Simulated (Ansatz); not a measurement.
ScAlN₂, ordered on the rocksalt lattice (P4/mmm) with 4 atoms a cell, relaxed with r2SCAN in the plane-wave code Ansatz. It is tetragonal, P4/mmm (No. 123); conventional cell a = 3.045 Å, c = 4.319 Å, 10.01 Å³ an atom. Sc is surrounded by 6 N at 2.15–2.16 Å; N is surrounded by 4 Al at 2.15 Å and 2 Sc at 2.16 Å; Al is surrounded by 6 N at 2.15–2.16 Å; N is surrounded by 4 Sc at 2.15 Å and 2 Al at 2.16 Å.

The axes x, y and z are those of this cell:
```yaml
crystal:
  lattice:
    - [3.04461, 0.00000, 0.00000]
    - [0.00000, 3.04461, 0.00000]
    - [0.00000, 0.00000, 4.31898]
  atoms:
    - { symbol: Sc, position: [0.00000, 0.00000, 0.00000] }
    - { symbol: N, position: [0.00000, 0.00000, 0.50000] }
    - { symbol: Al, position: [0.50000, 0.50000, 0.50000] }
    - { symbol: N, position: [0.50000, 0.50000, 0.00000] }
```

Unstrained: With PBE the gap is 0.713 eV and direct, at Γ. With r2SCAN the gap is 1.128 eV and direct, at Γ. HSE06 gives a direct gap of 1.838 eV at Γ. Meshes: PBE 8×8×6, r2SCAN 8×8×6, HSE06 6×6×4. Strains are changes of length per length. After each strain the atoms were relaxed again with r2SCAN within the symmetry that the strain leaves, so tilts or polar shifts that break it weren't tested; points keep the names that they have in the unstrained zone. The calculation is spin-unpolarised, and the structure need not be a phase that has been made.

Task: For epitaxial -3.45 % in the xy plane, how far does the free direction move, and what happens to the gap?

Result: The normal strain at zero normal stress is +2.57 %, 0.75 of the in-plane strain with the sign turned. PBE: the gap goes from 0.713 to 0.551 eV (-0.162 eV); with r2SCAN the top three valence levels at Γ, grouped 2+1 from the top over 43 meV, become 2+1 over 255 meV. r2SCAN: the gap goes from 1.128 to 0.962 eV (-0.166 eV). HSE06: the gap goes from 1.838 to 1.677 eV (-0.161 eV).

Task: Estimate what uniaxial -0.76 % along z, other directions held does to the gap.

Result: PBE: the gap goes from 0.713 to 0.703 eV (-0.010 eV); with r2SCAN the top three valence levels at Γ, grouped 2+1 from the top over 43 meV, become 2+1 over 22 meV. r2SCAN: the gap goes from 1.128 to 1.119 eV (-0.009 eV). HSE06: the gap goes from 1.838 to 1.826 eV (-0.012 eV). The r2SCAN energy rises by 0.7 meV an atom.

The meshes of the hybrids are coarse, so their gaps aren't converged to the digits shown.

The splittings at Γ are without spin-orbit coupling, which regroups them where it is of like size or larger.
